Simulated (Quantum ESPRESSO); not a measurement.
# HfC (P6_3/mmc) in Quantum ESPRESSO: reference runs, part 2 of 3

Quantum ESPRESSO 7.5.

**3. Single point, PBE (atoms moved at random, drawn with an rms of 0.05 Å)**

Contents of pw.in:

```
&CONTROL
  calculation = 'scf'
  prefix = 'pwscf'
  outdir = './tmp'
  pseudo_dir = './pseudo'
  tprnfor = .true.
  tstress = .true.
  disk_io = 'nowf'
/
&SYSTEM
  ibrav = 0
  nat = 4
  ntyp = 2
  ecutwfc = 60
  ecutrho = 440
  nbnd = 24
  occupations = 'smearing'
  smearing = 'fd'
  degauss = 0.00367493
/
&ELECTRONS
  conv_thr = 8d-10
  electron_maxstep = 120
  mixing_beta = 0.5
/
ATOMIC_SPECIES
Hf   178.4900 Hf-sp.oncvpsp.upf
C     12.0110 C.pbe-n-kjpaw_psl.1.0.0.UPF
CELL_PARAMETERS angstrom
   3.3428660531    0.0000000000    0.0000000000
  -1.6714330265    2.8950069234    0.0000000000
   0.0000000000    0.0000000000    5.2027140000
ATOMIC_POSITIONS crystal
Hf     0.3387840000    0.6665510000    0.2562210000
Hf     0.6766480000    0.3424410000    0.7491100000
C      0.0096910000    0.0067720000    0.4996400000
C      0.0012890000   -0.0052170000    0.0030640000
K_POINTS automatic
9 9 5 0 0 0
```

Potentials or basis: SSSP 1.3 efficiency PBE.

Launch:

```console
> OMP_NUM_THREADS=1 pw.x -in pw.in > pw.out
```

pw.out:

```text
This program is part of the open-source Quantum ESPRESSO suite
     for quantum simulation of materials; please cite
         "P. Giannozzi et al., J. Phys.:Condens. Matter 21 395502 (2009);
         "P. Giannozzi et al., J. Phys.:Condens. Matter 29 465901 (2017);
         "P. Giannozzi et al., J. Chem. Phys. 152 154105 (2020);
     in publications or presentations arising from this work. More details at

     file C.pbe-n-kjpaw_psl.1.0.0.UPF: wavefunction(s)  2S 2P renormalized

     G-vector sticks info
     --------------------
     sticks:   dense  smooth     PW     G-vecs:    dense   smooth      PW
     Sum        1213     661    199                52853    21325    3537

     Using Slab Decomposition

     bravais-lattice index     =            0
     lattice parameter (alat)  =       6.3171  a.u.
     unit-cell volume          =     339.7779 (a.u.)^3
     number of atoms/cell      =            4
     number of atomic types    =            2
     number of electrons       =        32.00
     number of Kohn-Sham states=           24
     kinetic-energy cutoff     =      60.0000  Ry
     charge density cutoff     =     440.0000  Ry
     scf convergence threshold =      8.0E-10
     mixing beta               =       0.5000
     number of iterations used =            8  plain     mixing
     Exchange-correlation= SLA  PW   PBX  PBC
                           (   1   4   3   4   0   0   0)

     celldm(1)=   6.317101  celldm(2)=   0.000000  celldm(3)=   0.000000
     celldm(4)=   0.000000  celldm(5)=   0.000000  celldm(6)=   0.000000

     crystal axes: (cart. coord. in units of alat)
               a(1) = (   1.000000   0.000000   0.000000 )
               a(2) = (  -0.500000   0.866025   0.000000 )
               a(3) = (   0.000000   0.000000   1.556363 )

     reciprocal axes: (cart. coord. in units 2 pi/alat)
               b(1) = (  1.000000  0.577350 -0.000000 )
               b(2) = (  0.000000  1.154701  0.000000 )
               b(3) = (  0.000000 -0.000000  0.642524 )

     PseudoPot. # 1 for Hf read from file:
     Hf-sp.oncvpsp.upf
     Pseudo is Norm-conserving + core correction, Zval = 12.0
     Generated using ONCVPSP code by D. R. Hamann
     Using radial grid of 1656 points,  8 beta functions with:
                l(1) =   0
                l(2) =   0
                l(3) =   1
                l(4) =   1
                l(5) =   2
                l(6) =   2
                l(7) =   3
                l(8) =   3

     PseudoPot. # 2 for C  read from file:
     C.pbe-n-kjpaw_psl.1.0.0.UPF
     Pseudo is Projector augmented-wave + core cor, Zval =  4.0
     Generated using "atomic" code by A. Dal Corso  v.5.1
     Shape of augmentation charge: PSQ
     Using radial grid of 1073 points,  4 beta functions with:
                l(1) =   0
                l(2) =   0
                l(3) =   1
                l(4) =   1
     Q(r) pseudized with 0 coefficients

     atomic species   valence    mass     pseudopotential
     Hf               12.00   178.49000     Hf( 1.00)
     C                 4.00    12.01100     C ( 1.00)

     No symmetry found

   Cartesian axes

     site n.     atom                  positions (alat units)
         1        Hf     tau(   1) = (   0.0055085   0.5772501   0.3987730  )
         2        Hf     tau(   2) = (   0.5054275   0.2965626   1.1658873  )
         3        C      tau(   3) = (   0.0063050   0.0058647   0.7776214  )
         4        C      tau(   4) = (   0.0038975  -0.0045181   0.0047687  )

     number of k points=   203  Fermi-Dirac smearing, width (Ry)=  0.0037

     Number of k-points >= 100: set verbosity='high' to print them.

     Dense  grid:    52853 G-vectors     FFT dimensions: (  45,  45,  72)

     Smooth grid:    21325 G-vectors     FFT dimensions: (  32,  32,  50)

     Initial potential from superposition of free atoms

     starting charge      31.9962, renormalised to      32.0000
     Starting wfcs are   28 randomized atomic wfcs

     Self-consistent Calculation

     iteration #  1     ecut=    60.00 Ry     beta= 0.50
     Davidson diagonalization with overlap
     ethr =  1.00E-02,  avg # of iterations =  2.0

     total energy              =    -262.26492635 Ry
     estimated scf accuracy    <       1.20806772 Ry

     iteration #  2     ecut=    60.00 Ry     beta= 0.50
     Davidson diagonalization with overlap
     ethr =  3.78E-03,  avg # of iterations =  2.9

     total energy              =    -262.68291318 Ry
     estimated scf accuracy    <       0.56394414 Ry

     iteration #  3     ecut=    60.00 Ry     beta= 0.50
     Davidson diagonalization with overlap
     ethr =  1.76E-03,  avg # of iterations =  1.7
[... 57 lines left out ...]
     total energy              =    -262.75738143 Ry
     estimated scf accuracy    <          2.6E-09 Ry

     iteration # 12     ecut=    60.00 Ry     beta= 0.50
     Davidson diagonalization with overlap
     ethr =  8.12E-12,  avg # of iterations =  1.2

     total energy              =    -262.75738143 Ry
     estimated scf accuracy    <          1.2E-09 Ry

     iteration # 13     ecut=    60.00 Ry     beta= 0.50
     Davidson diagonalization with overlap
     ethr =  3.74E-12,  avg # of iterations =  3.0

     End of self-consistent calculation

     Number of k-points >= 100: set verbosity='high' to print the bands.

     the Fermi energy is    15.8399 ev

!    total energy              =    -262.75738143 Ry
     estimated scf accuracy    <          3.4E-10 Ry
     smearing contrib. (-TS)   =      -0.00031266 Ry
     internal energy E=F+TS    =    -262.75706877 Ry

     The total energy is F=E-TS. E is the sum of the following terms:
     one-electron contribution =     -20.20460031 Ry
     hartree contribution      =      26.64300333 Ry
     xc contribution           =     -66.42435105 Ry
     ewald contribution        =    -190.42693200 Ry
     one-center paw contrib.   =     -12.34418875 Ry

     convergence has been achieved in  13 iterations

     Forces acting on atoms (cartesian axes, Ry/au):

     atom    1 type  1   force =    -0.00078760    0.00175303   -0.02475779
     atom    2 type  1   force =    -0.00052788   -0.01398226    0.02169330
     atom    3 type  2   force =    -0.00069325    0.00002248    0.00688801
     atom    4 type  2   force =     0.00200873    0.01220676   -0.00382351

     Total force =     0.038712     Total SCF correction =     0.000009

     Computing stress (Cartesian axis) and pressure

          total   stress  (Ry/bohr**3)                   (kbar)     P=       -3.36
  -0.00011421  -0.00000011  -0.00000092          -16.80       -0.02       -0.14
  -0.00000011  -0.00011770  -0.00000709           -0.02      -17.31       -1.04
  -0.00000092  -0.00000709   0.00016334           -0.14       -1.04       24.03

=------------------------------------------------------------------------------=
   JOB DONE.
=------------------------------------------------------------------------------=
```

Wall time 4.5 min (1 thread of Arm Neoverse V1, shared host); peak memory 0.31 GiB.

What came out:

* Free energy: -3574.9963 eV
* Pressure: -0.3 GPa
* Largest force: 0.664 eV/Å
* Band gap on the k mesh: none (metal or under the smearing width)

Forces in eV/Å, atoms in the order of the input:
```
Hf  -0.020  0.045 -0.637
Hf  -0.014 -0.359  0.558
C   -0.018  0.001  0.177
C    0.052  0.314 -0.098
```

**4. Single point, PBE, 11.83 Å³/atom**

Contents of pw.in:

```
&CONTROL
  calculation = 'scf'
  prefix = 'pwscf'
  outdir = './tmp'
  pseudo_dir = './pseudo'
  tprnfor = .true.
  tstress = .true.
  disk_io = 'nowf'
/
&SYSTEM
  ibrav = 0
  nat = 4
  ntyp = 2
  ecutwfc = 60
  ecutrho = 440
  nbnd = 24
  occupations = 'smearing'
  smearing = 'fd'
  degauss = 0.00367493
/
&ELECTRONS
  conv_thr = 8d-10
  electron_maxstep = 120
  mixing_beta = 0.5
/
ATOMIC_SPECIES
Hf   178.4900 Hf-sp.oncvpsp.upf
C     12.0110 C.pbe-n-kjpaw_psl.1.0.0.UPF
CELL_PARAMETERS angstrom
   3.2746251489    0.0000000000    0.0000000000
  -1.6373125744    2.8359085668    0.0000000000
   0.0000000000    0.0000000000    5.0965063620
ATOMIC_POSITIONS crystal
Hf     0.3333333333    0.6666666667    0.2500000000
Hf     0.6666666667    0.3333333333    0.7500000000
C      0.0000000000    0.0000000000    0.5000000000
C      0.0000000000    0.0000000000    0.0000000000
K_POINTS automatic
9 9 5 0 0 0
```

Launch:

```console
> OMP_NUM_THREADS=1 pw.x -in pw.in > pw.out
```

Wall time 46 s (1 thread of Arm Neoverse V1, shared host); peak memory 0.15 GiB.

Results (log left out):

- Free energy: -3574.8776 eV
- Pressure: 15.8 GPa
- Band gap on the k mesh: none (metal or under the smearing width)

**5. Single point, PBE, 12.08 Å³/atom**

Edit pw.in of step 4 so:

```diff
@@ -29,5 +29,5 @@
 CELL_PARAMETERS angstrom
-   3.2746251489    0.0000000000    0.0000000000
-  -1.6373125744    2.8359085668    0.0000000000
-   0.0000000000    0.0000000000    5.0965063620
+   3.2976866492    0.0000000000    0.0000000000
+  -1.6488433246    2.8558804119    0.0000000000
+   0.0000000000    0.0000000000    5.1323984344
 ATOMIC_POSITIONS crystal
```

Launch:

```console
> OMP_NUM_THREADS=1 pw.x -in pw.in > pw.out
```

It took 55 s on 1 thread of Arm Neoverse V1, shared host; peak memory 0.16 GiB.

The run converged. Its results:

- Free energy: -3574.9585 eV
- Pressure: 9.8 GPa
- Band gap on the k mesh: none (metal or under the smearing width)

**6. Single point, PBE, 12.34 Å³/atom**

Edit pw.in of step 5 so:

```diff
@@ -29,5 +29,5 @@
 CELL_PARAMETERS angstrom
-   3.2976866492    0.0000000000    0.0000000000
-  -1.6488433246    2.8558804119    0.0000000000
-   0.0000000000    0.0000000000    5.1323984344
+   3.3204300345    0.0000000000    0.0000000000
+  -1.6602150172    2.8755767613    0.0000000000
+   0.0000000000    0.0000000000    5.1677954043
 ATOMIC_POSITIONS crystal
```

Potentials or basis: SSSP 1.3 efficiency PBE.

Launch:

```console
> OMP_NUM_THREADS=1 pw.x -in pw.in > pw.out
```

It took 61 s on 1 thread of Arm Neoverse V1, shared host; peak memory 0.15 GiB.

Results (log left out):

```yaml
Free_energy: -3575.0035 eV
Pressure: 4.4 GPa
Band_gap_on_the_k_mesh: none (metal or under the smearing width)
```

**7. Single point, PBE, 12.59 Å³/atom**

Edit pw.in of step 6 so:

```diff
@@ -29,5 +29,5 @@
 CELL_PARAMETERS angstrom
-   3.3204300345    0.0000000000    0.0000000000
-  -1.6602150172    2.8755767613    0.0000000000
-   0.0000000000    0.0000000000    5.1677954043
+   3.3428660531    0.0000000000    0.0000000000
+  -1.6714330265    2.8950069234    0.0000000000
+   0.0000000000    0.0000000000    5.2027140000
 ATOMIC_POSITIONS crystal
```

Launch:

```console
> OMP_NUM_THREADS=1 pw.x -in pw.in > pw.out
```

It took 54 s on 1 thread of Arm Neoverse V1, shared host; peak memory 0.16 GiB.

The run converged. Its results:

```yaml
Free_energy: -3575.0161 eV
Pressure: -0.5 GPa
Band_gap_on_the_k_mesh: none (metal or under the smearing width)
```

**8. Single point, PBE, 12.84 Å³/atom**

Edit pw.in of step 7 so:

```diff
@@ -29,5 +29,5 @@
 CELL_PARAMETERS angstrom
-   3.3428660531    0.0000000000    0.0000000000
-  -1.6714330265    2.8950069234    0.0000000000
-   0.0000000000    0.0000000000    5.2027140000
+   3.3650048841    0.0000000000    0.0000000000
+  -1.6825024420    2.9141797134    0.0000000000
+   0.0000000000    0.0000000000    5.2371700637
 ATOMIC_POSITIONS crystal
```

Launch:

```console
> OMP_NUM_THREADS=1 pw.x -in pw.in > pw.out
```

Run time: 51 s. Hardware: 1 thread of Arm Neoverse V1, shared host; peak memory 0.16 GiB.

Results (log left out):

* Free energy: -3574.9994 eV
* Pressure: -4.9 GPa
* Band gap on the k mesh: none (metal or under the smearing width)

**9. Single point, PBE, 13.09 Å³/atom**

Edit pw.in of step 8 so:

```diff
@@ -29,5 +29,5 @@
 CELL_PARAMETERS angstrom
-   3.3650048841    0.0000000000    0.0000000000
-  -1.6825024420    2.9141797134    0.0000000000
-   0.0000000000    0.0000000000    5.2371700637
+   3.3868561774    0.0000000000    0.0000000000
+  -1.6934280887    2.9331034886    0.0000000000
+   0.0000000000    0.0000000000    5.2711786145
 ATOMIC_POSITIONS crystal
```

Potentials or basis: SSSP 1.3 efficiency PBE.

Launch:

```console
> OMP_NUM_THREADS=1 pw.x -in pw.in > pw.out
```

Wall time 59 s (1 thread of Arm Neoverse V1, shared host); peak memory 0.16 GiB.

Results (log left out):

* Free energy: -3574.9563 eV
* Pressure: -8.9 GPa
* Band gap on the k mesh: none (metal or under the smearing width)

(Part 2 of 3 ends here.)
